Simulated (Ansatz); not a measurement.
An input for Ansatz 0.2.0 (Mg):

Contents of input.yaml:

```yaml
crystal:
  lattice:
    - [-1.7960930206, 1.7960930206, 1.7960930206]
    - [1.7960930206, -1.7960930206, 1.7960930206]
    - [1.7960930206, 1.7960930206, -1.7960930206]
  atoms:
    - { symbol: Mg, position: [0.0, 0.0, 0.0] }
hamiltonian:
  xc: cam_b3lyp
  pseudopotentials:
    kind: nc
    accuracy: standard
    azcp: { Mg: Mg_ONCV_PBE-1.2.nc.azcp }
  dispersion: d4
kpoints:
  mp_grid: { grid: [2, 2, 2], shift: [0.5, 0.5, 0.5] }
scf:
  occupations: { method: fermi_dirac, width: 0.01 }
  algorithm: direct_min
output:
  forces: true
  stress: true
  eigenvalues: true
```

Potentials or basis: SG15 NC.

The run is started by

```bash
$ ansatz run input.yaml --threads 1 --pin off --max-ram 2560MiB --backend cpu --events-out ev --progress --plain --runs-dir out
```

**Question.** Does this run start?

**Answer.** The run stopped without a result. It printed:

Output:

```text
Error: scf.algorithm: direct_min / scf.convergence.dm_fallback with hamiltonian.xc: <hybrid> without scf.eigensolver.kind.support_functions — direct minimisation on plane waves has no term of exact exchange; use an LDA or a GGA, or take scf.algorithm: direct_min and scf.convergence.dm_fallback out of the deck
```
